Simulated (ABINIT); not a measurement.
The system is La2O3.

```
La O
1.0
     3.93078    0.00000    0.00000
    -1.96539    3.40415    0.00000
     0.00000    0.00000    6.11195
La O
2 3
Cartesian
  0.0000 2.2694 1.5050
  1.9654 1.1347 4.6070
  0.0000 0.0000 0.0000
  0.0000 2.2694 3.9477
  1.9654 1.1347 2.1643
```

The cell is a database's computed one.

Base run:

| Property | Result |
| --- | --- |
| Program | ABINIT 10.8.3 (patched build) |
| Functional | LDA |
| Potentials or basis | JTH PAW LDA v2.0 |
| Cutoff | 517 eV |
| k mesh | 6 × 6 × 4 |
| Occupations | fermi-dirac, width 0.05 eV |
| Spin | no spin polarisation |

Its results: band gap on the k mesh 3.73 eV, indirect (least direct gap 3.82 eV); pressure -5.8 GPa; largest force 0.096 eV/Å.

Task: The run is repeated on the same cell with these changes: functional from LDA to PBE; potentials or basis from JTH PAW LDA v2.0 to PseudoDojo NC SR PBE v0.4.1 standard; cutoff from 517 eV to 1687 eV. What comes out?

Result: Band gap on the k mesh 3.85 eV, indirect (least direct gap 3.98 eV); pressure 1.5 GPa; largest force 0.011 eV/Å.

Caveats: spin-orbit coupling is left out, which moves the levels of the heavy elements.

A k mesh can miss the band edges.
